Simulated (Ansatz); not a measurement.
**NbP: band structure with r2SCAN**

Crystal: NbP.

```
CELL_PARAMETERS angstrom
-1.67492 1.67492 5.74011
1.67492 -1.67492 5.74011
1.67492 1.67492 -5.74011
ATOMIC_POSITIONS crystal
Nb 0.24988 0.74988 0.50000
Nb 0.49988 0.49988 0.00000
P 0.83275 0.33275 0.50000
P 0.08275 0.08275 0.00000
```

The cell is a database's computed one.

```
Program                             : Ansatz 0.2.0
Task                                : band structure
Functional                          : r2SCAN
Potentials or basis                 : Ansatz PAW
Cutoff                              : 500 eV (not typed: the program's choice for these potentials)
k mesh                              : 8 × 8 × 8
Occupations                         : fermi-dirac, width 0.05 eV
Spin                                : spin-orbit coupling, no magnetisation
Path                                : [["G", "X", "Y", "S", "G", "Z", "S1", "N", "P", "Y1", "Z"], ["X", "P"]]
Points for each segment of the path : 14
```

```json
{
 "Pressure": "-1.6 GPa",
 "Band gap on the k mesh": "none (metal or under the smearing width)"
}
```

Stress tensor (GPa, compression positive):
```
-1.81  0.00  0.00
 0.00 -1.81  0.00
 0.00  0.00 -1.12
```

Levels at the corners of the path, in eV from the Fermi level:
| point | band 32 | band 33 | band 34 | band 35 | band 36 | band 37 | band 38 | band 39 | band 40 | band 41 |
| --- | --- | --- | --- | --- | --- | --- | --- | --- | --- | --- |
| Γ | -1.79 | -1.52 | -1.52 | -1.46 | -1.46 | 0.87 | 0.87 | 1.67 | 1.67 | 2.79 |
| X | -3.07 | -0.53 | -0.53 | -0.52 | -0.52 | 3.12 | 3.12 | 3.13 | 3.13 | 3.18 |
| Y | -3.04 | -0.57 | -0.57 | -0.56 | -0.56 | 2.88 | 2.88 | 2.92 | 2.92 | 3.28 |
| S | -2.33 | -1.56 | -1.55 | -0.17 | -0.11 | 0.08 | 0.13 | 1.70 | 1.73 | 2.51 |
| Γ | -1.79 | -1.52 | -1.52 | -1.46 | -1.46 | 0.87 | 0.87 | 1.67 | 1.67 | 2.79 |
| Z | -2.76 | -0.67 | -0.67 | -0.67 | -0.67 | 1.24 | 1.24 | 1.24 | 1.24 | 2.43 |
| S1 | -2.33 | -1.56 | -1.55 | -0.17 | -0.11 | 0.08 | 0.13 | 1.70 | 1.73 | 2.51 |
| N | -2.03 | -1.59 | -1.59 | -0.18 | -0.18 | 0.09 | 0.09 | 1.38 | 1.38 | 2.59 |
| P | -3.09 | -0.53 | -0.53 | -0.49 | -0.47 | 3.12 | 3.13 | 3.13 | 3.13 | 3.18 |
| Y1 | -3.04 | -0.57 | -0.57 | -0.56 | -0.56 | 2.88 | 2.88 | 2.92 | 2.92 | 3.28 |
| Z | -2.76 | -0.67 | -0.67 | -0.67 | -0.67 | 1.24 | 1.24 | 1.24 | 1.24 | 2.43 |
| X | -3.07 | -0.53 | -0.53 | -0.52 | -0.52 | 3.12 | 3.12 | 3.13 | 3.13 | 3.18 |
| P | -3.09 | -0.53 | -0.53 | -0.49 | -0.47 | 3.12 | 3.13 | 3.13 | 3.13 | 3.18 |

It took 58 s on 2 threads of Intel(R) Xeon(R) 6975P-C (Granite Rapids), with other jobs on the host, peak memory 0.95 GiB.

Caveat: the PAW data sets come from PBE, with cores solved anew for the run's functional, which leaves a small shift of forces and pressure.
